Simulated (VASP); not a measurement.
# Results of a VASP single-point calculation on Si (strained diamond)

POSCAR

```
Si
 1.0000000000000000
    -0.0408317834000000    2.7221188957000000    2.7221188957000000
     2.7221188957000000   -0.0408317834000000    2.7221188957000000
     2.6812871123000002    2.6812871123000002    0.0000000000000000
 Si
   2
Cartesian
  0.0000000000000000  0.0000000000000000 -0.0102442506974488
  1.3406435561500001  1.3406435561500001  1.3713036985474489
```

```
gap between bands v and c : 0.55 eV
least direct gap          : 2.44 eV
```

Band v is the last that the valence electrons fill when counted band by band, and c is the next. Levels in eV from the top of v:

```tsv
point	v−1	v	c	c+1
Γ	-0.15	0.00	2.44	2.52
X	-3.14	-3.14	0.79	0.79
K	-4.55	-2.87	1.09	4.70
L	-1.54	-1.45	1.54	3.31
W	-4.17	-4.11	4.24	4.61
```

Question: Which of these levels of theory gave these results?
A. LDA
B. PBE with spin–orbit coupling
C. PBEsol
D. PBE0
E. r²SCAN
F. HSE06
G. PBE

Answer: E.

The INCAR was:

```
ALGO = Normal
ENCUT = 520
METAGGA = R2SCAN
LWAVE = .FALSE.
LREAL = .FALSE.
PREC = Accurate
SIGMA = 0.01
ISIF = 2
LASPH = .TRUE.
NSW = 0
NELM = 120
NBANDS = 11
LCHARG = .FALSE.
ISMEAR = 0
EDIFF = 1E-7
IBRION = -1
```
